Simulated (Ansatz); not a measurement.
# Does disorder add resistance in series? Ag(111) layers with 12.5 % Al

Two lengths of the disordered region are known. What area resistance does the third give?

How it was computed: Ansatz 0.2.0, plane waves with PAW datasets at their recommended cutoffs (420 eV for most), Fermi-Dirac smearing; ballistic transmission by layer matching. The area resistance is RA = A (h/2e²)(1/T − 1/N), with T the zone-mean transmission per spin and N the lead's channels, both averaged over a few energies near the Fermi level; for magnets each spin is taken apart, with h/e², and the two conduct in parallel. Lateral cell 2x2, PBE, a fresh random draw for each length.

The runs, with one result withheld:

```tsv
length (Å)	channels N	RA (fΩ m²)
9.44	3.266	0.134
18.9	3.234	0.363
28.3	3.266	?
```

**Estimate by hand.**

Ohm's law makes RA linear in the length: the slope is (0.363 − 0.134)/(18.9 − 9.44) = 0.0243 fΩ m² per Å, or 24 µΩ cm. Then 0.363 + 0.0243 × 9.44. Predicted: 0.592 fΩ m².

Check against the run:

0.521 fΩ m², so the prediction is 13 % too high. The three lengths together give 21 µΩ cm. The two increments are 0.23 and 0.16 fΩ m²; with one draw for each length, their difference can't be told from scatter.

**Limits.** The scatterers repeat sideways with the small cell. The slope is a raw one; a model of isotropic scattering puts it 1.07 times the bulk value over these lengths. Atoms sit unrelaxed on the host's lattice, and the pair may not mix at random in practice.

[Logs are printed without paths, hosts, clocks, repeated set-up lines and the standing remarks that a program may print on its own settings, such as how far it seeks lower states.]
